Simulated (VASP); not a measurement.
## VASP 6.6.1 run: KBr

INCAR

```
ISPIN = 2
SIGMA = 0.02
NELM = 120
LCHARG = .FALSE.
EDIFF = 1E-5
ISMEAR = -1
LASPH = .TRUE.
LREAL = .FALSE.
PREC = Accurate
GGA = PE
IBRION = -1
NSW = 0
ENCUT = 520
LWAVE = .FALSE.
MAGMOM = 1 1
NBANDS = 15
ISIF = 2
```

KPOINTS

```
KPOINTS created by Atomic Simulation Environment
0
Gamma
6 6 6
0 0 0
```

POSCAR

```
K  Br
 1.0000000000000000
    -0.0000000000000000    3.6882992941940822    3.6882992941940822
     3.6882992941940822   -0.0000000000000000    3.6882992941940822
     3.6882992941940822    3.6882992941940822   -0.0000000000000000
 K   Br
   1   1
Cartesian
 -0.0000000000000000  0.0000000000000000  0.0000000000000000
  1.8441496470970411  1.8441496470970411  1.8441496470970411
```

The recommended PBE PAW datasets give the neutral cell 16 valence electrons.

Command

```
mpirun -np 1 vasp_std
```

**Question.** Predict the outcome of this run.

**Answer.** It converged. Results: pressure 0.3 GPa; magnetic moment of the cell 0.00 μB.

OSZICAR

```
N       E                     dE             d eps       ncg     rms          rms(c)
DAV:   1     0.101933465651E+03    0.10193E+03   -0.64846E+03   960   0.883E+02
DAV:   2     0.191352331279E+01   -0.10002E+03   -0.92201E+02  1277   0.217E+02
DAV:   3    -0.559120680138E+01   -0.75047E+01   -0.74692E+01  1282   0.525E+01
DAV:   4    -0.594879095462E+01   -0.35758E+00   -0.35750E+00  1636   0.967E+00
DAV:   5    -0.595109325674E+01   -0.23023E-02   -0.23023E-02  1324   0.882E-01    0.605E+00
DAV:   6    -0.598089444617E+01   -0.29801E-01   -0.60522E-01  1177   0.430E+00    0.269E+00
DAV:   7    -0.599790852864E+01   -0.17014E-01   -0.19545E-01   974   0.262E+00    0.185E+00
DAV:   8    -0.601559189378E+01   -0.17683E-01   -0.36144E-02  1359   0.116E+00    0.105E+00
DAV:   9    -0.602588604384E+01   -0.10294E-01   -0.90728E-03  1013   0.597E-01    0.330E-01
DAV:  10    -0.603265088983E+01   -0.67648E-02   -0.39424E-03  1066   0.449E-01    0.128E-01
DAV:  11    -0.603400386683E+01   -0.13530E-02   -0.69491E-04  1051   0.199E-01    0.877E-02
DAV:  12    -0.603468104497E+01   -0.67718E-03   -0.38295E-04   988   0.135E-01    0.480E-02
DAV:  13    -0.603481448093E+01   -0.13344E-03   -0.13317E-04  1009   0.778E-02    0.777E-03
DAV:  14    -0.603482578179E+01   -0.11301E-04   -0.92442E-06  1146   0.246E-02    0.418E-03
DAV:  15    -0.603483259239E+01   -0.68106E-05   -0.10800E-05   964   0.261E-02
   1 F= -.60348326E+01 E0= -.60348326E+01  d E =-.209289E-10  mag=     0.0000
```

For comparison, a separate PBE run of the intended cell, on usual settings and not on those above, gives a gap of 4.28 eV on its mesh and a pressure of 0.3 GPa.
